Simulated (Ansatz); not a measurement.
**What strain does to BP (zincblende)**

BP (zincblende), relaxed with r2SCAN in the PAW code Ansatz. The symmetry is F-43m (No. 216, cubic); a = 4.537 Å in the conventional setting, 11.67 Å³ an atom. B has 4 P at 1.96 Å; P has 4 B at 1.96 Å.

The axes x, y and z are those of this cell:
```
CELL_PARAMETERS angstrom
0.00000 2.26832 2.26832
2.26832 0.00000 2.26832
2.26832 2.26832 0.00000
ATOMIC_POSITIONS crystal
B 0.00000 0.00000 0.00000
P 0.25000 0.25000 0.25000
```

Unstrained: With PBE the valence top lies at Γ and the conduction bottom at Γ–X (0.83 of the way from Γ), 1.238 eV higher; the smallest vertical gap, at Γ, is 3.405 eV. The r2SCAN gap is indirect, 1.410 eV (Γ to Γ–X (0.83 of the way from Γ)), below the direct gap of 3.602 eV at Γ. With HSE06 the valence top lies at Γ and the conduction bottom at Γ–X (0.83 of the way from Γ), 1.964 eV higher; the smallest vertical gap, at Γ, is 4.344 eV. Meshes: PBE 10×10×10, r2SCAN 10×10×10, HSE06 6×6×6. Strains are changes of length per length. After each strain the atoms were relaxed again with r2SCAN within the symmetry that the strain leaves, so tilts or polar shifts that break it weren't tested; points keep the names that they have in the unstrained zone. (Simulation; spin polarisation is off.)

Changes of the least gap in eV (an overlap counts as a negative gap):

| strain | volume change (%) | space group | PBE | r2SCAN | HSE06 | G0W0@PBE (mesh) | energy rise, r2SCAN (meV/atom) |
| --- | --- | --- | --- | --- | --- | --- | --- |
| epitaxial -4.0 % in the plane normal to [111], free normal strain +0.77 % | -7.1 | R3m | -0.446 | -0.458 | -0.458 | -0.57 | 59.2 |
| epitaxial -3.0 % in the plane normal to [111], free normal strain +0.57 % | -5.4 | R3m | -0.283 | -0.290 | -0.289 | -0.39 | 32.5 |
| epitaxial -2.0 % in the plane normal to [111], free normal strain +0.38 % | -3.6 | R3m | -0.160 | -0.164 | -0.163 | -0.23 | 14.1 |
| epitaxial -1.0 % in the plane normal to [111], free normal strain +0.18 % | -1.8 | R3m | -0.068 | -0.069 | -0.068 | -0.09 | 3.4 |
| epitaxial +1.0 % in the plane normal to [111], free normal strain -0.17 % | +1.8 | R3m | -0.036 | -0.038 | -0.037 | -0.04 | 3.3 |
| epitaxial +2.0 % in the plane normal to [111], free normal strain -0.33 % | +3.7 | R3m | -0.069 | -0.074 | -0.071 | -0.09 | 12.9 |
| epitaxial +3.0 % in the plane normal to [111], free normal strain -0.50 % | +5.6 | R3m | -0.101 | -0.110 | -0.103 | -0.15 | 28.4 |
| epitaxial +4.0 % in the plane normal to [111], free normal strain -0.65 % | +7.5 | R3m | -0.130 | -0.141 | -0.132 | -0.21 | 49.3 |

Unstrained, G0W0@PBE with 97 empty bands, a screening cutoff of 150 eV and a 6×6×6 mesh gives 1.99 eV on its mesh; the band count follows the volume. No extrapolation in bands, cutoff or mesh was made for G0W0.

Epitaxial -4.0 % in the plane normal to [111], free normal strain +0.77 %. HSE06: the gap goes from 1.964 to 1.506 eV (-0.458 eV); the edges go from Γ → Γ–X (0.83) to Γ → X; with r2SCAN the top three valence levels at Γ, degenerate before, become 2+1 from the top over 585 meV. Stress change with r2SCAN, compression positive: xx +14.64, yy +14.64, zz +14.64, xy -7.30, xz -7.30, yz -7.30 GPa.

Epitaxial -3.0 % in the plane normal to [111], free normal strain +0.57 %. HSE06: the gap goes from 1.964 to 1.675 eV (-0.289 eV); the edges go from Γ → Γ–X (0.83) to Γ → Γ–X (0.90); with r2SCAN the top three valence levels at Γ, degenerate before, become 2+1 from the top over 401 meV. Stress change with r2SCAN, compression positive: xx +10.53, yy +10.53, zz +10.53, xy -5.26, xz -5.26, yz -5.26 GPa.

Epitaxial -2.0 % in the plane normal to [111], free normal strain +0.38 %. HSE06: the gap goes from 1.964 to 1.801 eV (-0.163 eV); the edges go from Γ → Γ–X (0.83) to Γ → Γ–X (0.85); with r2SCAN the top three valence levels at Γ, degenerate before, become 2+1 from the top over 243 meV. Stress change with r2SCAN, compression positive: xx +6.72, yy +6.72, zz +6.72, xy -3.38, xz -3.38, yz -3.38 GPa.

Epitaxial -1.0 % in the plane normal to [111], free normal strain +0.18 %. HSE06: the gap goes from 1.964 to 1.896 eV (-0.068 eV); the edges go from Γ → Γ–X (0.83) to Γ → Γ–X (0.84); with r2SCAN the top three valence levels at Γ, degenerate before, become 2+1 from the top over 110 meV. Stress change with r2SCAN, compression positive: xx +3.22, yy +3.22, zz +3.22, xy -1.62, xz -1.62, yz -1.62 GPa.

Epitaxial +1.0 % in the plane normal to [111], free normal strain -0.17 %. HSE06: the gap goes from 1.964 to 1.927 eV (-0.037 eV); with r2SCAN the top three valence levels at Γ, degenerate before, become 1+2 from the top over 88 meV. Stress change with r2SCAN, compression positive: xx -2.97, yy -2.97, zz -2.97, xy +1.48, xz +1.48, yz +1.48 GPa.

Epitaxial +2.0 % in the plane normal to [111], free normal strain -0.33 %. HSE06: the gap goes from 1.964 to 1.893 eV (-0.071 eV); with r2SCAN the top three valence levels at Γ, degenerate before, become 1+2 from the top over 155 meV. Stress change with r2SCAN, compression positive: xx -5.68, yy -5.68, zz -5.68, xy +2.83, xz +2.83, yz +2.83 GPa.

Epitaxial +3.0 % in the plane normal to [111], free normal strain -0.50 %. HSE06: the gap goes from 1.964 to 1.861 eV (-0.103 eV); the edges go from Γ → Γ–X (0.83) to Γ → Γ–X (0.85); with r2SCAN the top three valence levels at Γ, degenerate before, become 1+2 from the top over 206 meV. Stress change with r2SCAN, compression positive: xx -8.12, yy -8.12, zz -8.12, xy +4.08, xz +4.08, yz +4.08 GPa.

Epitaxial +4.0 % in the plane normal to [111], free normal strain -0.65 %. HSE06: the gap goes from 1.964 to 1.832 eV (-0.132 eV); the edges go from Γ → Γ–X (0.83) to Γ → Γ–X (0.87); with r2SCAN the top three valence levels at Γ, degenerate before, become 1+2 from the top over 238 meV. Stress change with r2SCAN, compression positive: xx -10.35, yy -10.35, zz -10.35, xy +5.21, xz +5.21, yz +5.21 GPa.

Where an edge lies off the special points, it is a point of the mesh or the k point where a search put PBE's edge or least direct gap, reused for the other functionals, whose own edges may lie a little apart.

The meshes of the hybrids are coarse, so their gaps aren't converged to the digits shown.

The splittings at Γ are without spin-orbit coupling, which regroups them where it is of like size or larger.
